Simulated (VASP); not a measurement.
# VASP 6.6.1 run: AlN

INCAR

```
ISIF = 2
ENCUT = 520
IBRION = -1
EDIFF = 1E-7
GGA = PE
SIGMA = 0.02
LREAL = .FALSE.
ISMEAR = -1
NELM = 120
LASPH = .FALSE.
LWAVE = .FALSE.
LCHARG = .FALSE.
NSW = 0
ALGO = All
NBANDS = 11
PREC = Accurate
```

KPOINTS

```
KPOINTS created by Atomic Simulation Environment
0
Gamma
10 10 10
0 0 0
```

POSCAR

```
Al N
 1.0000000000000000
     0.0000000000000000    2.1182377502000000    2.1848764830000000
     2.1182377502000000    0.0000000000000000    2.1848764830000000
     2.1182377502000000    2.1182377502000000    0.0000000000000000
 Al  N
   1   1
Cartesian
  0.0000000000000000  0.0000000000000000  0.0000000000000000
  3.1773566252999998  3.1773566252999998  3.2773147245000001
```

The recommended PBE PAW datasets give the neutral cell 8 valence electrons.

Command

```
mpirun -np 1 vasp_std
```

OSZICAR

```
N       E                     dE             d eps       ncg     rms           ort
DAV:   1     0.109677235053E+02    0.10968E+02   -0.46059E+03  1122   0.709E+02
DAV:   2    -0.164051850548E+02   -0.27373E+02   -0.25967E+02  1122   0.140E+02
DAV:   3    -0.172454455647E+02   -0.84026E+00   -0.83932E+00  1122   0.231E+01
DAV:   4    -0.172499581193E+02   -0.45126E-02   -0.45122E-02  1122   0.185E+00
DAV:   5    -0.172500121682E+02   -0.54049E-04   -0.54049E-04  1122   0.193E-01
SDA:   6    -0.107931996689E+02    0.64568E+01   -0.54049E-04  1122   0.133E+02   0.000E+00
CGA:   7    -0.145236092842E+02   -0.37304E+01   -0.37237E+01  1122   0.370E+00   0.110E+00
CGA:   8    -0.147342957126E+02   -0.21069E+00   -0.21132E+00  1122   0.241E-01  -0.306E-02
CGA:   9    -0.147458018456E+02   -0.11506E-01   -0.11503E-01  1122   0.174E-02   0.119E-04
CGA:  10    -0.147464809516E+02   -0.67911E-03   -0.67977E-03  1122   0.188E-03  -0.530E-05
CGA:  11    -0.147465679208E+02   -0.86969E-04   -0.86575E-04  1122   0.193E-04   0.214E-05
CGA:  12    -0.147465778710E+02   -0.99502E-05   -0.97384E-05  1122   0.147E-05   0.106E-05
CGA:  13    -0.147465786590E+02   -0.78793E-06   -0.77173E-06  1122   0.132E-06   0.907E-07
CGA:  14    -0.147465787166E+02   -0.57694E-07   -0.56397E-07  1122   0.218E-07   0.190E-07
   1 F= -.14746579E+02 E0= -.14746579E+02  d E =-.228995E-10
```

From OUTCAR

```
k-points           NKPTS =    102   k-points in BZ     NKDIM =    102   number of bands    NBANDS=     11

   NELECT =       8.0000    total number of electrons

   dimension x,y,z NGX =    24 NGY =   24 NGZ =   24
   dimension x,y,z NGXF=    48 NGYF=   48 NGZF=   48

  energy-cutoff  :      520.00
  volume of cell :       19.61
      direct lattice vectors                 reciprocal lattice vectors
     0.000000000  2.118237750  2.184876483    -0.236045269  0.236045269  0.228845888
     2.118237750  0.000000000  2.184876483     0.236045269 -0.236045269  0.228845888
     2.118237750  2.118237750  0.000000000     0.236045269  0.236045269 -0.228845888

 k-points in reciprocal lattice and weights: KPOINTS created by Atomic Simulation Env
   0.00000000  0.00000000  0.00000000       0.001
   0.10000000  0.00000000  0.00000000       0.008
   0.20000000  0.00000000  0.00000000       0.008
   0.30000000 -0.00000000  0.00000000       0.008
   0.40000000  0.00000000  0.00000000       0.008
   0.50000000  0.00000000  0.00000000       0.004
   0.10000000  0.10000000  0.00000000       0.002
   0.20000000  0.10000000  0.00000000       0.008
   ...

 E-fermi :   7.0022

 k-point     1 :       0.0000    0.0000    0.0000
  band No.  band energies     occupation
      1      -8.7817      2.00000
      2       6.4683      2.00000
      3       6.6088      2.00000
      4       6.6088      2.00000
      5      11.3016      0.00000
      6      19.7289      0.00000
      7      19.7289      0.00000
      8      19.7543      0.00000
      9      24.1536      0.00000
     10      25.2726      0.00000
     11      25.4795      0.00000

 k-point     2 :       0.1000    0.0000    0.0000
  band No.  band energies     occupation
      1      -8.6244      2.00000
      2       5.7446      2.00000
      3       6.4563      2.00000
      4       6.5663      2.00000
      5      11.9471      0.00000
      6      19.3156      0.00000
      7      19.8721      0.00000
      8      19.8960      0.00000
      9      22.9689      0.00000
     10      23.8469      0.00000
     11      25.5339      0.00000

 k-point     3 :       0.2000    0.0000    0.0000
  band No.  band energies     occupation
      1      -8.1755      2.00000
      2       4.0927      2.00000
      3       6.2973      2.00000
      4       6.4604      2.00000
      5      13.0677      0.00000
      6      18.4494      0.00000
      7      19.6066      0.00000
      8      19.9253      0.00000
      9      22.7546      0.00000
     10      23.1030      0.00000
     11      24.6935      0.00000

 k-point     4 :       0.3000   -0.0000    0.0000
  band No.  band energies     occupation
      1      -7.5186      2.00000
      2       2.3647      2.00000
      3       6.1185      2.00000
      4       6.3391      2.00000
      5      13.9066      0.00000
      6      17.6144      0.00000
      7      18.7913      0.00000
      8      19.2687      0.00000
      9      24.0056      0.00000
     10      24.0948      0.00000
     11      24.6799      0.00000

 k-point     5 :       0.4000    0.0000    0.0000
  band No.  band energies     occupation
      1      -6.8527      2.00000
      2       0.9960      2.00000
      3       5.9836      2.00000
      4       6.2478      2.00000
      5      14.3298      0.00000
      6      17.0462      0.00000
      7      18.1156      0.00000
      8      18.6326      0.00000
      9      24.9450      0.00000
     10      25.9732      0.00000
     11      26.2717      0.00000

 ...

  Total        2.4955493      2.4955493      1.9723528      0.0000000      0.0000000      0.0000000
  in kB      203.9249833    203.9249833    161.1717381      0.0000000      0.0000000      0.0000000
  external PRESSURE =     189.6739016 kB  Pullay stress =       0.0000000 kB

 POSITION                                       TOTAL-FORCE (eV/Angst)
 -----------------------------------------------------------------------------------
      0.00000      0.00000      0.00000         0.000000      0.000000     -0.000000
      3.17736      3.17736      3.27731        -0.000000     -0.000000      0.000000
 -----------------------------------------------------------------------------------
    total drift:                                0.000000      0.000000     -0.000000

  FREE ENERGIE OF THE ION-ELECTRON SYSTEM (eV)
  ---------------------------------------------------
  free  energy   TOTEN  =       -14.7465787166 eV

  energy  without entropy=      -14.7465787166  energy(sigma->0) =      -14.74657872
```

It converged. Results: gap between bands v and c on the k mesh 3.24 eV; least direct gap on the k mesh 4.69 eV; pressure 19.0 GPa. Band v is the last that the valence electrons fill when counted band by band, and c is the next.

For comparison, a separate PBE run of the intended cell, on usual settings and not on those above, gives a gap of 3.24 eV on its mesh and a pressure of 19.0 GPa.

The run above took about 12 s on one core of a shared host (Intel Xeon Platinum 8488C) and held 0.16 GiB at most.
